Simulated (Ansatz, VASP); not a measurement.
## KI: VASP beside Ansatz

INCAR

```
PREC = Accurate ; ENCUT = 520
EDIFF = 1E-6 ; ISMEAR = 0
SIGMA = 0.05 ; LREAL = False
LASPH = True ; NELM = 100
ALGO = Normal ; ISIF = 2
LWAVE = False ; LCHARG = True
GGA = PE ; LELF = True
LVHAR = True ; NBANDS = 15
```

Contents of KPOINTS:

```
Automatic mesh
0
Gamma
  6 6 6
```

File POSCAR:

```
KI
1.0
    0.0000000000      3.6655320000      3.6655320000
    3.6655320000      0.0000000000      3.6655320000
    3.6655320000      3.6655320000      0.0000000000
K I
1 1
Direct
    0.0000000000      0.0000000000      0.0000000000
    0.5000000000      0.5000000000      0.5000000000
```

Input for Ansatz:

```yaml
crystal:
  lattice:
    - [0.0, 3.665532, 3.665532]
    - [3.665532, 0.0, 3.665532]
    - [3.665532, 3.665532, 0.0]
  atoms:
    - { symbol: K, position: [0.0, 0.0, 0.0] }
    - { symbol: I, position: [0.5, 0.5, 0.5] }
basis:
  ecutwfc: 420
kpoints:
  mp_grid: { grid: [6, 6, 6] }
hamiltonian:
  xc: pbe
scf:
  occupations: { method: gaussian, width: 0.05 }
output:
  forces: true
  stress: true
  eigenvalues: true
```

Change from the starting cell: strain +0.040 along x and y, +0.040 along z, atoms carried along.

Alike in both runs: task single point; functional PBE; k mesh 6 × 6 × 6; occupations gaussian, width 0.05 eV; no spin polarisation.

```csv
,VASP,Ansatz
version,VASP 6.6.1,Ansatz 0.2.0
potentials or method,"VASP PAW PBE potentials, release 64 (K_sv, I)","scalar-relativistic, plane waves, PAW"
plane-wave cutoff (eV),520,420
valence electrons in the cell,16,26
```

VASP gave:

* gap on the k mesh at the Fermi level (eV): 3.72
* least direct gap on the mesh (eV): 3.72
* pressure (GPa): -0.5

**Question.** Estimate Ansatz's values.

**Answer.** gap on the k mesh at the Fermi level (eV): 3.73; least direct gap on the mesh (eV): 3.73; pressure (GPa): -0.6.

The two sets of potentials don't hold the same shells in valence.

Caveats: spin-orbit coupling is left out, which moves the levels of the heavy elements.
